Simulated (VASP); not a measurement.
# Ru (P6_3/mmc) in VASP: further runs

Aim: see how the results for Ru move with the level of theory and the settings. Levels: PBEsol, RPBE, revPBE, BLYP, PW91. Tasks: band structure.

All numbers are computed with VASP 6.6.1; they aren't measurements. Logs are shortened: lines on timing, memory, paths and dates and some standing lists are left out, and cuts for length are marked.

**1. The crystal as given**

The structure is hexagonal, space group P6_3/mmc (No. 194). Conventional cell: a = 2.706 Å, b = 2.706 Å, c = 4.282 Å, α = 90.00°, β = 90.00°, γ = 120.00°. Ru (site symmetry -6m2) has 12 Ru at 2.65 to 2.71 Å as nearest neighbours.

**2. Band structure, PBEsol, spin-orbit coupling, no magnetisation**

File INCAR:

```
  PREC = Accurate
  ENCUT = 520
  EDIFF = 1E-6
  ISMEAR = -1
  SIGMA = 0.05
  LREAL = F
  LASPH = T
  NELM = 100
  ALGO = Normal
  ISIF = 2
  LWAVE = F
  LCHARG = F
  MAGMOM = 0 0 0 0 0 0
  LORBIT = 11
  LSORBIT = T
  GGA_COMPAT = F
  LMAXMIX = 4
  GGA = PS
```

File KPOINTS:

```
regular mesh
0
Gamma
  8 8 5
```

File POSCAR:

```
Ru
1.0
    2.7058000000      0.0000000000      0.0000000000
   -1.3529000000      2.3432915376      0.0000000000
    0.0000000000      0.0000000000      4.2819000000
Ru
2
Direct
    0.6666666667      0.3333333333      0.7500000000
    0.3333333333      0.6666666667      0.2500000000
```

File KPOINTS_OPT:

```
path GMKGALHA,LM,KH
20
line-mode
reciprocal
 0.0000000000  0.0000000000  0.0000000000  G
 0.5000000000  0.0000000000  0.0000000000  M

 0.5000000000  0.0000000000  0.0000000000  M
 0.3333333333  0.3333333333  0.0000000000  K

 0.3333333333  0.3333333333  0.0000000000  K
 0.0000000000  0.0000000000  0.0000000000  G

 0.0000000000  0.0000000000  0.0000000000  G
 0.0000000000  0.0000000000  0.5000000000  A

 0.0000000000  0.0000000000  0.5000000000  A
 0.5000000000  0.0000000000  0.5000000000  L

 0.5000000000  0.0000000000  0.5000000000  L
 0.3333333333  0.3333333333  0.5000000000  H

 0.3333333333  0.3333333333  0.5000000000  H
 0.0000000000  0.0000000000  0.5000000000  A

 0.5000000000  0.0000000000  0.5000000000  L
 0.5000000000  0.0000000000  0.0000000000  M

 0.3333333333  0.3333333333  0.0000000000  K
 0.3333333333  0.3333333333  0.5000000000  H
```

Potentials or basis: VASP PAW PBE potentials, release 64 (Ru_pv).

Command:

```sh
> cat potpaw_PBE.64/Ru_pv/POTCAR > POTCAR
> mpirun -np 1 vasp_ncl > vasp.out
```

OUTCAR:

```text
PREC = Accurate
   ENCUT = 520
   EDIFF = 1E-6
   ISMEAR = -1
   LREAL = F
   LASPH = T
   NELM = 100
   ISIF = 2
   LORBIT = 11
   LSORBIT = T
   GGA = PS

 ion  position               nearest neighbor table
   1  0.667  0.333  0.750-   2 2.65   2 2.65   2 2.65   2 2.65   2 2.65   2 2.65
   2  0.333  0.667  0.250-   1 2.65   1 2.65   1 2.65   1 2.65   1 2.65   1 2.65

  LATTYP: Found a hexagonal cell.
 ALAT       =     2.7058000000
 C/A-ratio  =     1.5824894671

  Lattice vectors:

 A1 = (   2.7058000000,   0.0000000000,   0.0000000000)
 A2 = (  -1.3529000000,   2.3432915376,   0.0000000000)
 A3 = (   0.0000000000,   0.0000000000,   4.2819000000)

Analysis of symmetry for initial positions (statically):
=====================================================================
 Subroutine PRICEL returns:
 Original cell was already a primitive cell.

 Routine SETGRP: Setting up the symmetry group for a
 hexagonal supercell.

 Subroutine GETGRP returns: Found 24 space group operations
 (whereof 12 operations were pure point group operations)
 out of a pool of 24 trial point group operations.

The static configuration has the point symmetry D_3d.
 The point group associated with its full space group is D_6h.

Analysis of symmetry for dynamics (positions and initial velocities):
=====================================================================
 Subroutine PRICEL returns:
 Original cell was already a primitive cell.

 Routine SETGRP: Setting up the symmetry group for a
 hexagonal supercell.

 Subroutine GETGRP returns: Found 24 space group operations
 (whereof 12 operations were pure point group operations)
 out of a pool of 24 trial point group operations.

The dynamic configuration has the point symmetry D_3d.
 The point group associated with its full space group is D_6h.

Analysis of structural, dynamic, and magnetic symmetry:
=====================================================================
 Subroutine PRICEL returns:
 Original cell was already a primitive cell.

 Routine SETGRP: Setting up the symmetry group for a
 hexagonal supercell.

 Subroutine GETGRP returns: Found 24 space group operations
 (whereof 12 operations were pure point group operations)
 out of a pool of 24 trial point group operations.

The overall configuration has the point symmetry D_3d.
 The point group associated with its full space group is D_6h.

 Subroutine INISYM returns: Found 24 space group operations
 (whereof 12 operations are pure point group operations),
 and found     1 'primitive' translations

----------------------------------------------------------------------------------------

                                     Primitive cell

  volume of cell :      27.1493

  direct lattice vectors                    reciprocal lattice vectors
     2.705800000  0.000000000  0.000000000     0.369576465  0.213375072  0.000000000
    -1.352900000  2.343291538  0.000000000     0.000000000  0.426750144  0.000000000
     0.000000000  0.000000000  4.281900000     0.000000000  0.000000000  0.233541185

  length of vectors
     2.705800000  2.705800000  4.281900000     0.426750144  0.426750144  0.233541185

  position of ions in fractional coordinates (direct lattice)
     0.666666667  0.333333333  0.750000000
     0.333333333  0.666666667  0.250000000

  ion indices of the primitive-cell ions
   primitive index   ion index
                 1           1
                 2           2

----------------------------------------------------------------------------------------

 KPOINTS: regular mesh

Automatic generation of k-mesh.
 Grid dimensions read from file:
 generate k-points for:    8    8    5

 Generating k-lattice:

  Cartesian coordinates                     Fractional coordinates (reciprocal lattice)
     0.046197058  0.026671884  0.000000000     0.125000000  0.000000000  0.000000000
     0.000000000  0.053343768  0.000000000     0.000000000  0.125000000  0.000000000
     0.000000000  0.000000000  0.046708237     0.000000000  0.000000000  0.200000000

  Length of vectors
     0.053343768  0.053343768  0.046708237

  Shift w.r.t. Gamma in fractional coordinates (k-lattice)
     0.000000000  0.000000000  0.000000000

[... 40 lines left out ...]
 SYSTEM =  unknown system
   PREC   = accura    normal or accurate (medium, high low for compatibility)
   ISTART =      0    job   : 0-new  1-cont  2-samecut
   ICHARG =      2    charge: 1-file 2-atom 10-const
   ISPIN  =      1    spin polarized calculation?
   LNONCOLLINEAR =      T non collinear calculations
   LSORBIT =      T    spin-orbit coupling
   LASPH  =      T    aspherical Exc in radial PAW
   ENCUT  =  520.0 eV  38.22 Ry    6.18 a.u.   5.03  5.03  7.96*2*pi/ulx,y,z
   NELM   =    100;   NELMIN=  2; NELMDL= -5     # of ELM steps
   EDIFF  = 0.1E-05   stopping-criterion for ELM
   LREAL  =      F    real-space projection
   EDIFFG = 0.1E-04   stopping-criterion for IOM
   NSW    =      0    number of steps for IOM
   IBRION =     -1    ionic relax: 0-MD 1-quasi-New 2-CG
   NFREE  =      0    steps in history (QN), initial steepest desc. (CG)
   ISIF   =      2    stress and relaxation
   ISYM   =      2    0-nonsym 1-usesym 2-fastsym
   POTIM  = 0.5000    time-step for ionic-motion
   TEBEG  =    0.0;   TEEND  =   0.0 temperature during run
   PSTRESS=    0.0 pullay stress
   NELECT =      28.0000    total number of electrons
   NUPDOWN=      -1.0000    fix difference up-down
   EMIN   =  10.00;   EMAX   =-10.00  energy-range for DOS
   EFERMI =   0.00;   METHOD = LEGACY
   ISMEAR =    -1;   SIGMA  =   0.05  broadening in eV -4-tet -1-fermi 0-gaus
   EFERMI_NEDOS =   21; number of points for ismear=-14 and -15
   IALGO  =     38    algorithm
   IMIX   =      4    mixing-type and parameters
     AMIX     =   0.40;   BMIX     =  1.00
     AMIX_MAG =   1.60;   BMIX_MAG =  1.00
  volume/ion in A,a.u.               =      13.57        91.61
  Fermi-wavevector in a.u.,A,eV,Ry     =   1.654022  3.125649 37.222674  2.735789
  Thomas-Fermi vector in A             =   2.742361
   LORBIT       =     11    0 simple, 1 ext, 2 COOP (PROOUT), +10 PAW based schemes
   GGA     = PS    functional components
   LHFCALC =     F    Hartree Fock is set to
   AEXX    =    0.0000 exact exchange contribution
   IVDW    =     0    specifies the selected vdW correction
   LEPSILON=     F    determine dielectric tensor
   LRPA    =     F    only Hartree local field effects (RPA)
  energy-cutoff  :      520.00
  volume of cell :       27.15
 maximum number of plane-waves:      1500
 NGX is ok and might be reduce to    20
   NGX =  9   NGY =  9   NGZ = 15

 number of electron      28.0000009 magnetization      -0.0000000     -0.0000000      0.0000000

 number of electron      28.0000009 magnetization       0.0000000      0.0000000      0.0000000

 number of electron      28.0000009 magnetization      -0.0000000     -0.0000000     -0.0000000

 Free energy of the ion-electron system (eV)
  ---------------------------------------------------
  ext. energy  EPLUGINS =         0.00000000
  ---------------------------------------------------
  free energy    TOTEN  =       -20.64080530 eV

  energy without entropy =      -20.63169737  energy(sigma->0) =      -20.63625134

 E-fermi :  12.6775     XC(G=0): -14.2818

 val. band max:       12.6371465548   @ k =   0.0000   0.0000   0.2000
 cond. band min:      12.6925080387   @ k =   0.3750   0.0000   0.4000
 fundamental gap:      0.0553614839
 Fermi energy:        12.6775338026

 k-point     1 :       0.0000    0.0000    0.0000
  band No.  band energies     occupation
      1     -32.5371      1.00000
      2     -32.5371      1.00000
      3     -32.0494      1.00000
      4     -32.0494      1.00000
      5     -29.4859      1.00000
      6     -29.4859      1.00000
[... 925 lines left out ...]
     35      16.4891      0.00000
     36      16.4891      0.00000

 [... further k-points ...]
[... 5 lines left out ...]
  --------------------------------------------------------------------------------------
  -------------------------------------------------------------------------------------
  Total       -1.0466878     -1.0466878     -1.2361688      0.0000000      0.0000000      0.0000000
  in kB      -61.7688035    -61.7688035    -72.9507615      0.0000000      0.0000000      0.0000000
  external PRESSURE =     -65.4961228 kB  Pullay stress =       0.0000000 kB

 VOLUME and BASIS-vectors are now :
 -----------------------------------------------------------------------------
  energy-cutoff  :      520.00
  volume of cell :       27.15
      direct lattice vectors                 reciprocal lattice vectors
     2.705800000  0.000000000  0.000000000     0.369576465  0.213375072  0.000000000
    -1.352900000  2.343291538  0.000000000     0.000000000  0.426750144  0.000000000
     0.000000000  0.000000000  4.281900000     0.000000000  0.000000000  0.233541185

 POSITION                                       TOTAL-FORCE (eV/Angst)
 -----------------------------------------------------------------------------------
      1.35290      0.78110      3.21143         0.000000      0.000000     -0.000000
     -0.00000      1.56219      1.07048        -0.000000      0.000000      0.000000
 -----------------------------------------------------------------------------------
    total drift:                                0.000000     -0.000000      0.000000

  FREE ENERGIE OF THE ION-ELECTRON SYSTEM (eV)
  ---------------------------------------------------
  free  energy   TOTEN  =       -20.6408053015 eV

  energy  without entropy=      -20.6316973708  energy(sigma->0) =      -20.63625134

 Spin-Orbit-Coupling matrix elements

 Ion:    1  E_soc:     -0.2629749
 l=   1
     0.0000000    -0.0363476    -0.0363907
    -0.0363476     0.0000000    -0.0363476
    -0.0363907    -0.0363476     0.0000000
 l=   2
     0.0000000    -0.0015424     0.0000000    -0.0015424    -0.0060414
    -0.0015424     0.0000000    -0.0043181    -0.0015544    -0.0015424
     0.0000000    -0.0043181     0.0000000    -0.0043181     0.0000000
    -0.0015424    -0.0015544    -0.0043181     0.0000000    -0.0015424
    -0.0060414    -0.0015424     0.0000000    -0.0015424     0.0000000
 l=   3
     0.0000000     0.0000000     0.0000000     0.0000000     0.0000000     0.0000000     0.0000000
     0.0000000     0.0000000     0.0000000     0.0000000     0.0000000     0.0000000     0.0000000
     0.0000000     0.0000000     0.0000000     0.0000000     0.0000000     0.0000000     0.0000000
     0.0000000     0.0000000     0.0000000     0.0000000     0.0000000     0.0000000     0.0000000
     0.0000000     0.0000000     0.0000000     0.0000000     0.0000000     0.0000000     0.0000000
     0.0000000     0.0000000     0.0000000     0.0000000     0.0000000     0.0000000     0.0000000
     0.0000000     0.0000000     0.0000000     0.0000000     0.0000000     0.0000000     0.0000000

 Ion:    2  E_soc:     -0.2629749
 l=   1
     0.0000000    -0.0363476    -0.0363907
    -0.0363476     0.0000000    -0.0363476
    -0.0363907    -0.0363476     0.0000000
 l=   2
     0.0000000    -0.0015424     0.0000000    -0.0015424    -0.0060414
    -0.0015424     0.0000000    -0.0043181    -0.0015544    -0.0015424
     0.0000000    -0.0043181     0.0000000    -0.0043181     0.0000000
    -0.0015424    -0.0015544    -0.0043181     0.0000000    -0.0015424
    -0.0060414    -0.0015424     0.0000000    -0.0015424     0.0000000
 l=   3
     0.0000000     0.0000000     0.0000000     0.0000000     0.0000000     0.0000000     0.0000000
     0.0000000     0.0000000     0.0000000     0.0000000     0.0000000     0.0000000     0.0000000
     0.0000000     0.0000000     0.0000000     0.0000000     0.0000000     0.0000000     0.0000000
     0.0000000     0.0000000     0.0000000     0.0000000     0.0000000     0.0000000     0.0000000
     0.0000000     0.0000000     0.0000000     0.0000000     0.0000000     0.0000000     0.0000000
     0.0000000     0.0000000     0.0000000     0.0000000     0.0000000     0.0000000     0.0000000
     0.0000000     0.0000000     0.0000000     0.0000000     0.0000000     0.0000000     0.0000000

 total charge

# of ion       s       p       d       tot
------------------------------------------
    1        0.403   6.320   5.942  12.665
    2        0.403   6.320   5.942  12.665
--------------------------------------------------
tot          0.806  12.639  11.885  25.330

 magnetization (x)

# of ion       s       p       d       tot
------------------------------------------
    1       -0.000   0.000  -0.000  -0.000
    2       -0.000   0.000  -0.000  -0.000
--------------------------------------------------
tot         -0.000   0.000  -0.000  -0.000

 magnetization (y)

# of ion       s       p       d       tot
------------------------------------------
    1        0.000   0.000   0.000   0.000
    2        0.000  -0.000   0.000   0.000
--------------------------------------------------
tot          0.000  -0.000   0.000   0.000

 magnetization (z)

# of ion       s       p       d       tot
------------------------------------------
    1        0.000   0.000   0.000   0.000
    2        0.000   0.000   0.000   0.000
--------------------------------------------------
tot          0.000   0.000   0.000   0.000
```

Wall time 3.5 min (1 thread of Intel Xeon Platinum 8488C (Sapphire Rapids), shared host); peak memory 0.24 GiB.

What came out:

- Free energy: -20.6408 eV
- Pressure: -6.5 GPa
- Valence electrons inside the program's atomic spheres: Ru 12.66

Caveat: the PAW data sets were made with another functional, which shifts forces and pressure a little.

[end of part 1 of 3]
